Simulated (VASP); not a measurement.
# C (P6_3/mmc) in VASP: further runs

The runs below take C through single point, with vdW-DF, vdW-DF2.

Program: VASP 6.6.1. These are calculated values, not measurements. Logs are shortened: lines on timing, memory, paths and dates and some standing lists are left out, and cuts for length are marked.

### Step 1. The crystal as given

The structure is hexagonal, space group P6_3/mmc (No. 194). The conventional cell has a = 2.461 Å, b = 2.461 Å, c = 7.379 Å, α = 90.00°, β = 90.00°, γ = 120.00°. C (site symmetry -6m2) has 3 C at 1.42 Å as nearest neighbours. C (site symmetry -6m2) is surrounded by 3 C at 1.42 Å.

The cell was built by a generator and needn't be a form met in nature.

### Step 2. Single point, vdW-DF

INCAR

```
PREC = Accurate ; ENCUT = 520
EDIFF = 1E-7 ; ISMEAR = -1
SIGMA = 0.05 ; LREAL = False
LASPH = True ; NELM = 80
ALGO = Fast ; ISIF = 2
LWAVE = False ; LCHARG = False
GGA = RE ; LUSE_VDW = True
AGGAC = 0.0
```

KPOINTS

```
regular mesh
0
Gamma
  16 16 4
```

POSCAR

```
C
1.0
    2.4610000000      0.0000000000      0.0000000000
   -1.2305000000      2.1312885187      0.0000000000
    0.0000000000      0.0000000000      7.3788000000
C
4
Direct
    0.0000000000      0.0000000000      0.2500000000
    0.3333333333      0.6666666667      0.2500000000
    0.0000000000      0.0000000000      0.7500000000
    0.6666666667      0.3333333333      0.7500000000
```

Potentials or basis: VASP PAW PBE potentials, release 64 (C).

The run is started by

```sh
$ cat potpaw_PBE.64/C/POTCAR > POTCAR
$ mpirun -np 1 vasp_std > vasp.out
```

OUTCAR:

```text
PREC = Accurate
   ENCUT = 520
   EDIFF = 1E-7
   ISMEAR = -1
   LREAL = False
   LASPH = True
   NELM = 80
   ISIF = 2
   GGA = RE

 ion  position               nearest neighbor table
   1  0.000  0.000  0.250-   2 1.42   2 1.42   2 1.42
   2  0.333  0.667  0.250-   1 1.42   1 1.42   1 1.42
   3  0.000  0.000  0.750-   4 1.42   4 1.42   4 1.42
   4  0.667  0.333  0.750-   3 1.42   3 1.42   3 1.42

  LATTYP: Found a hexagonal cell.
 ALAT       =     2.4610000000
 C/A-ratio  =     2.9982933767

  Lattice vectors:

 A1 = (   2.4610000000,   0.0000000000,   0.0000000000)
 A2 = (  -1.2305000000,   2.1312885187,   0.0000000000)
 A3 = (   0.0000000000,   0.0000000000,   7.3788000000)

Analysis of symmetry for initial positions (statically):
=====================================================================
 Subroutine PRICEL returns:
 Original cell was already a primitive cell.

 Routine SETGRP: Setting up the symmetry group for a
 hexagonal supercell.

 Subroutine GETGRP returns: Found 24 space group operations
 (whereof 12 operations were pure point group operations)
 out of a pool of 24 trial point group operations.

The static configuration has the point symmetry D_3d.
 The point group associated with its full space group is D_6h.

Analysis of symmetry for dynamics (positions and initial velocities):
=====================================================================
 Subroutine PRICEL returns:
 Original cell was already a primitive cell.

 Routine SETGRP: Setting up the symmetry group for a
 hexagonal supercell.

 Subroutine GETGRP returns: Found 24 space group operations
 (whereof 12 operations were pure point group operations)
 out of a pool of 24 trial point group operations.

The dynamic configuration has the point symmetry D_3d.
 The point group associated with its full space group is D_6h.

 Subroutine INISYM returns: Found 24 space group operations
 (whereof 12 operations are pure point group operations),
 and found     1 'primitive' translations

----------------------------------------------------------------------------------------

                                     Primitive cell

  volume of cell :      38.7026

  direct lattice vectors                    reciprocal lattice vectors
     2.461000000  0.000000000  0.000000000     0.406338887  0.234599866  0.000000000
    -1.230500000  2.131288519  0.000000000     0.000000000  0.469199731  0.000000000
     0.000000000  0.000000000  7.378800000     0.000000000  0.000000000  0.135523391

  length of vectors
     2.461000000  2.461000000  7.378800000     0.469199731  0.469199731  0.135523391

  position of ions in fractional coordinates (direct lattice)
     0.000000000  0.000000000  0.250000000
     0.333333333  0.666666667  0.250000000
     0.000000000  0.000000000  0.750000000
     0.666666667  0.333333333  0.750000000

  ion indices of the primitive-cell ions
   primitive index   ion index
                 1           1
                 2           2
                 3           3
                 4           4

----------------------------------------------------------------------------------------

 KPOINTS: regular mesh

Automatic generation of k-mesh.
 Grid dimensions read from file:
 generate k-points for:   16   16    4

 Generating k-lattice:

  Cartesian coordinates                     Fractional coordinates (reciprocal lattice)
     0.025396180  0.014662492  0.000000000     0.062500000  0.000000000  0.000000000
     0.000000000  0.029324983  0.000000000     0.000000000  0.062500000  0.000000000
     0.000000000  0.000000000  0.033880848     0.000000000  0.000000000  0.250000000

  Length of vectors
     0.029324983  0.029324983  0.033880848

  Shift w.r.t. Gamma in fractional coordinates (k-lattice)
     0.000000000  0.000000000  0.000000000

 Subroutine IBZKPT returns following result:
 ===========================================

 Found     90 irreducible k-points:

 Following reciprocal coordinates:
            Coordinates               Weight
  0.000000  0.000000  0.000000      1.000000
  0.062500 -0.000000  0.000000      6.000000
  0.125000 -0.000000  0.000000      6.000000
  0.187500 -0.000000  0.000000      6.000000
  0.250000 -0.000000  0.000000      6.000000
  0.312500 -0.000000  0.000000      6.000000
[... 16 lines left out ...]
  0.187500  0.187500  0.000000      6.000000
  0.250000  0.187500  0.000000     12.000000
 [... further k-points ...]
   k-points           NKPTS =     90   k-points in BZ     NKDIM =     90   number of bands    NBANDS=     12
   number of dos      NEDOS =    301   number of ions     NIONS =      4
   total plane-waves  NPLWV =  18144
   dimension x,y,z NGX =    18 NGY =   18 NGZ =   56
   dimension x,y,z NGXF=    36 NGYF=   36 NGZF=  112
   ions per type =               4
   NGX,Y,Z   is equivalent  to a cutoff of  12.16, 12.16, 12.62 a.u.
   NGXF,Y,Z  is equivalent  to a cutoff of  24.32, 24.32, 25.23 a.u.
 SYSTEM =  unknown system
   PREC   = accura    normal or accurate (medium, high low for compatibility)
   ISTART =      0    job   : 0-new  1-cont  2-samecut
   ICHARG =      2    charge: 1-file 2-atom 10-const
   ISPIN  =      1    spin polarized calculation?
   LNONCOLLINEAR =      F non collinear calculations
   LSORBIT =      F    spin-orbit coupling
   LASPH  =      T    aspherical Exc in radial PAW
   ENCUT  =  520.0 eV  38.22 Ry    6.18 a.u.   4.58  4.58 13.72*2*pi/ulx,y,z
   NELM   =     80;   NELMIN=  2; NELMDL= -5     # of ELM steps
   EDIFF  = 0.1E-06   stopping-criterion for ELM
   LREAL  =      F    real-space projection
   EDIFFG = 0.1E-05   stopping-criterion for IOM
   NSW    =      0    number of steps for IOM
   IBRION =     -1    ionic relax: 0-MD 1-quasi-New 2-CG
   NFREE  =      0    steps in history (QN), initial steepest desc. (CG)
   ISIF   =      2    stress and relaxation
   ISYM   =      2    0-nonsym 1-usesym 2-fastsym
   POTIM  = 0.5000    time-step for ionic-motion
   TEBEG  =    0.0;   TEEND  =   0.0 temperature during run
   PSTRESS=    0.0 pullay stress
   NELECT =      16.0000    total number of electrons
   NUPDOWN=      -1.0000    fix difference up-down
   EMIN   =  10.00;   EMAX   =-10.00  energy-range for DOS
   EFERMI =   0.00;   METHOD = LEGACY
   ISMEAR =    -1;   SIGMA  =   0.05  broadening in eV -4-tet -1-fermi 0-gaus
   EFERMI_NEDOS =   21; number of points for ismear=-14 and -15
   IALGO  =     68    algorithm
   IMIX   =      4    mixing-type and parameters
     AMIX     =   0.40;   BMIX     =  1.00
     AMIX_MAG =   1.60;   BMIX_MAG =  1.00
  volume/ion in A,a.u.               =       9.68        65.29
  Fermi-wavevector in a.u.,A,eV,Ry     =   1.219556  2.304626 20.236163  1.487316
  Thomas-Fermi vector in A             =   2.354804
   LORBIT       =      0    0 simple, 1 ext, 2 COOP (PROOUT), +10 PAW based schemes
   GGA     = RE    functional components
   LHFCALC =     F    Hartree Fock is set to
   AEXX    =    0.0000 exact exchange contribution
   IVDW_NL    =     1    kernel type
   BPARAM     = 6.3000
   IVDW    =     0    specifies the selected vdW correction
   LEPSILON=     F    determine dielectric tensor
   LRPA    =     F    only Hartree local field effects (RPA)
 non-spin polarized calculation
 RMM-DIIS sequential band-by-band and
  energy-cutoff  :      520.00
  volume of cell :       38.70
 maximum number of plane-waves:      1066
   NGX =  9   NGY =  9   NGZ = 27

 number of electron      15.9999993 magnetization

 Free energy of the ion-electron system (eV)
  ---------------------------------------------------
  ext. energy  EPLUGINS =         0.00000000
  ---------------------------------------------------
  free energy    TOTEN  =       -30.06074171 eV

  energy without entropy =      -30.06073654  energy(sigma->0) =      -30.06073912

 E-fermi :   3.9318     XC(G=0):  -9.6641

 val. band max:        3.5259635375   @ k =   0.3125   0.3125   0.0000
 cond. band min:       4.3481227865   @ k =   0.3125   0.3125   0.0000
 fundamental gap:      0.8221592490
 Fermi energy:         3.9317858677

 k-point     1 :       0.0000    0.0000    0.0000
  band No.  band energies     occupation
      1     -15.7142      2.00000
      2     -15.5760      2.00000
      3      -4.2840      2.00000
      4      -3.0910      2.00000
      5       0.7515      2.00000
      6       0.7515      2.00000
      7       0.7579      2.00000
      8       0.7579      2.00000
      9       7.4411      0.00000
     10      12.3165      0.00000
     11      12.3207      0.00000
     12      12.3376      0.00000

 k-point     2 :       0.0625   -0.0000    0.0000
  band No.  band energies     occupation
      1     -15.6216      2.00000
      2     -15.4843      2.00000
      3      -4.1714      2.00000
      4      -2.9834      2.00000
      5       0.3809      2.00000
      6       0.3909      2.00000
      7       0.5582      2.00000
      8       0.5670      2.00000
      9       7.5580      0.00000
     10      12.3618      0.00000
     11      12.3954      0.00000
     12      12.7110      0.00000

 k-point     3 :       0.1250   -0.0000    0.0000
  band No.  band energies     occupation
      1     -15.3441      2.00000
      2     -15.2096      2.00000
      3      -3.8351      2.00000
      4      -2.6625      2.00000
      5      -0.6176      2.00000
      6      -0.5995      2.00000
      7       0.0590      2.00000
      8       0.0716      2.00000
      9       7.9092      0.00000
     10      12.3864      0.00000
     11      12.4540      0.00000
     12      13.8138      0.00000
[... 286 lines left out ...]
 k-point    23 :       0.1875    0.1875    0.0000
  band No.  band energies     occupation
      1     -13.2522      2.00000
      2     -13.1372      2.00000
      3      -4.6900      2.00000
      4      -4.6656      2.00000
      5      -3.2101      2.00000
      6      -3.1923      2.00000
      7      -1.3414      2.00000
      8      -0.3105      2.00000
      9       9.2282      0.00000
     10       9.5072      0.00000
     11      10.5985      0.00000
     12      14.5988      0.00000

 k-point    24 :       0.2500    0.1875    0.0000
  band No.  band energies     occupation
      1     -12.3681      2.00000
      2     -12.2612      2.00000
      3      -5.9115      2.00000
      4      -5.8715      2.00000
      5      -4.0159      2.00000
      6      -3.9879      2.00000
      7      -0.3205      2.00000
      8       0.6302      2.00000
      9       7.7820      0.00000
     10       8.1186      0.00000
     11      11.7454      0.00000
     12      14.6245      0.00000

 [... further k-points ...]
[... 5 lines left out ...]
  --------------------------------------------------------------------------------------
  -------------------------------------------------------------------------------------
  Total        1.9426379      1.9426379     -0.1721827      0.0000000      0.0000000      0.0000000
  in kB       80.4197716     80.4197716     -7.1278836      0.0000000      0.0000000      0.0000000
  external PRESSURE =      51.2372199 kB  Pullay stress =       0.0000000 kB

 VOLUME and BASIS-vectors are now :
 -----------------------------------------------------------------------------
  energy-cutoff  :      520.00
  volume of cell :       38.70
      direct lattice vectors                 reciprocal lattice vectors
     2.461000000  0.000000000  0.000000000     0.406338887  0.234599866  0.000000000
    -1.230500000  2.131288519  0.000000000     0.000000000  0.469199731  0.000000000
     0.000000000  0.000000000  7.378800000     0.000000000  0.000000000  0.135523391

 POSITION                                       TOTAL-FORCE (eV/Angst)
 -----------------------------------------------------------------------------------
      0.00000      0.00000      1.84470        -0.000000      0.000000      0.000000
     -0.00000      1.42086      1.84470         0.000000     -0.000000      0.000000
      0.00000      0.00000      5.53410         0.000000     -0.000000      0.000000
      1.23050      0.71043      5.53410        -0.000000      0.000000     -0.000000
 -----------------------------------------------------------------------------------
    total drift:                                0.000000     -0.000000      0.000000

  FREE ENERGIE OF THE ION-ELECTRON SYSTEM (eV)
  ---------------------------------------------------
  free  energy   TOTEN  =       -30.0607417098 eV

  energy  without entropy=      -30.0607365363  energy(sigma->0) =      -30.06073912

Total vdW correction in eV:      2.3465709
```

It took 1.7 min on 1 thread of Intel Xeon Platinum 8488C (Sapphire Rapids), shared host; peak memory 0.3 GiB.

What came out:

```
Free energy            : -30.0607 eV
Pressure               : 5.1 GPa
Band gap on the k mesh : 0.82 eV, direct
```

Stress tensor (GPa, compression positive):
```
 8.04  0.00  0.00
 0.00  8.04  0.00
 0.00  0.00 -0.71
```

Caveat: the PAW data sets were made with another functional, which shifts forces and pressure a little.

### Step 3. Single point, vdW-DF2

Edit INCAR of step 2 so:

```diff
@@ -6,3 +6,3 @@
 LWAVE = False ; LCHARG = False
-GGA = RE ; LUSE_VDW = True
-AGGAC = 0.0
+GGA = ML ; LUSE_VDW = True
+AGGAC = 0.0 ; ZAB_VDW = -1.8867
```

KPOINTS is that of step 2.

POSCAR is that of step 2.

Potentials or basis: VASP PAW PBE potentials, release 64 (C).

The run is started by

```sh
$ cat potpaw_PBE.64/C/POTCAR > POTCAR
$ mpirun -np 1 vasp_std > vasp.out
```

OUTCAR:

```text
PREC = Accurate
   ENCUT = 520
   EDIFF = 1E-7
   ISMEAR = -1
   LREAL = False
   LASPH = True
   NELM = 80
   ISIF = 2
   GGA = ML

 ion  position               nearest neighbor table
   1  0.000  0.000  0.250-   2 1.42   2 1.42   2 1.42
   2  0.333  0.667  0.250-   1 1.42   1 1.42   1 1.42
   3  0.000  0.000  0.750-   4 1.42   4 1.42   4 1.42
   4  0.667  0.333  0.750-   3 1.42   3 1.42   3 1.42

  LATTYP: Found a hexagonal cell.
 ALAT       =     2.4610000000
 C/A-ratio  =     2.9982933767

  Lattice vectors:

 A1 = (   2.4610000000,   0.0000000000,   0.0000000000)
 A2 = (  -1.2305000000,   2.1312885187,   0.0000000000)
 A3 = (   0.0000000000,   0.0000000000,   7.3788000000)

Analysis of symmetry for initial positions (statically):
=====================================================================
 Subroutine PRICEL returns:
 Original cell was already a primitive cell.

 Routine SETGRP: Setting up the symmetry group for a
 hexagonal supercell.

 Subroutine GETGRP returns: Found 24 space group operations
 (whereof 12 operations were pure point group operations)
 out of a pool of 24 trial point group operations.

The static configuration has the point symmetry D_3d.
 The point group associated with its full space group is D_6h.

Analysis of symmetry for dynamics (positions and initial velocities):
=====================================================================
 Subroutine PRICEL returns:
 Original cell was already a primitive cell.

 Routine SETGRP: Setting up the symmetry group for a
 hexagonal supercell.

 Subroutine GETGRP returns: Found 24 space group operations
 (whereof 12 operations were pure point group operations)
 out of a pool of 24 trial point group operations.

The dynamic configuration has the point symmetry D_3d.
 The point group associated with its full space group is D_6h.

 Subroutine INISYM returns: Found 24 space group operations
 (whereof 12 operations are pure point group operations),
 and found     1 'primitive' translations

[... 137 lines left out ...]

 number of electron      15.9999993 magnetization

 Free energy of the ion-electron system (eV)
  ---------------------------------------------------
  ext. energy  EPLUGINS =         0.00000000
  ---------------------------------------------------
  free energy    TOTEN  =       -30.45745712 eV

  energy without entropy =      -30.45745081  energy(sigma->0) =      -30.45745396

 E-fermi :   3.8338     XC(G=0):  -9.8636

 val. band max:        3.4401707370   @ k =   0.3125   0.3125   0.0000
 cond. band min:       4.2380607424   @ k =   0.3125   0.3125   0.0000
 fundamental gap:      0.7978900054
 Fermi energy:         3.8338094228

 k-point     1 :       0.0000    0.0000    0.0000
  band No.  band energies     occupation
      1     -15.6690      2.00000
      2     -15.5229      2.00000
      3      -4.3894      2.00000
      4      -3.1241      2.00000
      5       0.5615      2.00000
      6       0.5615      2.00000
      7       0.5678      2.00000
      8       0.5678      2.00000
      9       6.8819      0.00000
     10      12.2433      0.00000
     11      12.2485      0.00000
     12      12.2648      0.00000
[... 331 lines left out ...]
 k-point    24 :       0.2500    0.1875    0.0000
  band No.  band energies     occupation
      1     -12.3515      2.00000
      2     -12.2395      2.00000
      3      -5.9735      2.00000
      4      -5.9326      2.00000
      5      -4.0997      2.00000
      6      -4.0712      2.00000
      7      -0.4270      2.00000
      8       0.5754      2.00000
      9       7.6400      0.00000
     10       7.9862      0.00000
     11      11.1990      0.00000
     12      14.5340      0.00000

 [... further k-points ...]

------------------------ aborting loop because EDIFF is reached ----------------------------------------

  FORCE on cell =-STRESS in cart. coord.  units (eV):
  Direction    XX          YY          ZZ          XY          YZ          ZX
  --------------------------------------------------------------------------------------
  -------------------------------------------------------------------------------------
  Total        1.7270906      1.7270906     -0.3121860      0.0000000      0.0000000      0.0000000
  in kB       71.4967174     71.4967174    -12.9236265      0.0000000      0.0000000      0.0000000
  external PRESSURE =      43.3566028 kB  Pullay stress =       0.0000000 kB

 VOLUME and BASIS-vectors are now :
 -----------------------------------------------------------------------------
  energy-cutoff  :      520.00
  volume of cell :       38.70
      direct lattice vectors                 reciprocal lattice vectors
     2.461000000  0.000000000  0.000000000     0.406338887  0.234599866  0.000000000
    -1.230500000  2.131288519  0.000000000     0.000000000  0.469199731  0.000000000
     0.000000000  0.000000000  7.378800000     0.000000000  0.000000000  0.135523391

 POSITION                                       TOTAL-FORCE (eV/Angst)
 -----------------------------------------------------------------------------------
      0.00000      0.00000      1.84470         0.000000     -0.000000      0.000000
     -0.00000      1.42086      1.84470         0.000000     -0.000000     -0.000000
      0.00000      0.00000      5.53410        -0.000000      0.000000      0.000000
      1.23050      0.71043      5.53410        -0.000000      0.000000      0.000000
 -----------------------------------------------------------------------------------
    total drift:                                0.000000     -0.000000      0.000000

  FREE ENERGIE OF THE ION-ELECTRON SYSTEM (eV)
  ---------------------------------------------------
  free  energy   TOTEN  =       -30.4574571177 eV

  energy  without entropy=      -30.4574508059  energy(sigma->0) =      -30.45745396

Total vdW correction in eV:      2.2648916
```

Wall time 93 s (1 thread of Intel Xeon Platinum 8488C (Sapphire Rapids), shared host); peak memory 0.3 GiB.

What came out:

* Free energy: -30.4575 eV
* Pressure: 4.3 GPa
* Band gap on the k mesh: 0.80 eV, direct

Caveat: the PAW data sets were made with another functional, which shifts forces and pressure a little. A k mesh can miss the band edges.
